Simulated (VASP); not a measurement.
Here is the system:

```
NaBr
1.0
    0.00000     3.01426     3.01426
    3.01426     0.00000     3.01426
    3.01426     3.01426     0.00000
Na Br
1 1
Direct
  0.00000   0.00000   0.00000
  0.50000   0.50000   0.50000
```

The numbers are results of PBE GGA, VASP's PBE PAW potentials (set 64) (plane waves; VASP), not measurements. Settings: 480 eV cut-off, 7×7×7 Γ-centred mesh, Gaussian smearing of 0.050 eV, potentials Na_pv Br.

Task: Estimate the energy per atom (σ→0), band gap (on the k-mesh) with the smallest direct gap where there is one.

Result: 
```yaml
band gap (on the k-mesh): 4.07 eV
smallest direct gap (on the k-mesh): 4.07 eV
energy per atom (σ→0): -3.060 eV/atom
```

The compound is NaBr in the rock salt structure. It was relaxed first. The start is the result of an earlier pass.
